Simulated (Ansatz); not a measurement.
Here is an unrelaxed guess for Ag.

```
Ag
1.0
     5.15463    0.00000    0.00000
    -2.57732    4.46404    0.00000
     0.00000    0.00000    3.52606
Ag
4
Direct
  0.50000 0.00000 0.00000
  0.00000 0.50000 0.00000
  0.50000 0.50000 0.00000
  0.00000 0.00000 0.50000
```

All numbers below come from DFT PBE, scalar-relativistic, plane waves, PAW in Ansatz. Settings: cutoff 420 eV, Γ-centred mesh 6×6×6 on the computed 4-atom cell, Gaussian smearing of 0.10 eV; no spin polarisation.

Energies count from the standard state of Ag at the same level.

Q: Estimate its pressure, forces and energy as it stands.

A: The pressure is 4.4 GPa (the mean over three directions, positive in compression), the largest force is 0.00 eV/Å (symmetry fixes the atoms), and the energy is +0.38 eV/atom against the standard state. The shortest distance is 2.58 Å.

Q: Is it a good guess?

A: A rough one: relaxing gains about 0.28 eV/atom (the start's value is from the coarse mesh, so the gain is rough) in 14 ionic steps and ends at +0.10 eV/atom on the finer mesh. The symmetry stays P6/mmm (No. 191). The volume per atom shrinks by 8.3 %, from 20.3 to 18.6 Å³. The shortest distance goes from 2.58 Å (Ag–Ag) to 2.77 Å (Ag–Ag). The ratio c/a of the conventional cell changes by a factor of 0.74. Conventional cell: a = 5.537 Å, c = 2.803 Å. Ag on a site of symmetry mmm is surrounded by 6 Ag at 2.77–2.80 Å and 4 Ag at 3.10 Å; around Ag on a site of symmetry 6/mmm lie 2 Ag at 2.80 Å and 12 Ag at 3.10 Å.

The last run used a 12×12×16 mesh (in the run's order of axes) for its 4-atom cell and Gaussian smearing of 0.10 eV. The relaxation can't lower the symmetry of the start, and the grade says only how near the guess is to its own end. A structure relaxed within its symmetry needn't be a true minimum.
